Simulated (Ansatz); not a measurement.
YN:

```
CELL_PARAMETERS angstrom
0.00000 2.43850 2.43850
2.43850 0.00000 2.43850
2.43850 2.43850 0.00000
ATOMIC_POSITIONS crystal
Y 0.00000 0.00000 0.00000
N 0.50000 0.50000 0.50000
```

Program: Ansatz 0.2.0. Alike in all runs: task band structure; potentials or basis Ansatz PAW; cell as given; smearing fermi-dirac 0.05 eV. Hardware: 2 threads of Arm Neoverse V2, with other jobs on the host.

Problem. Order these runs on this cell by their wall time, lowest first.
A. level PBEsol; spin off; k mesh 9 × 9 × 9; cutoff (eV) 420
B. level r2SCAN; spin SOC, no magnetisation; k mesh 7 × 7 × 7; cutoff (eV) 500
C. level LDA; spin SOC, no magnetisation; k mesh 7 × 7 × 7; cutoff (eV) 420

Solution. A (1 s), C (5 s), B (15 s).
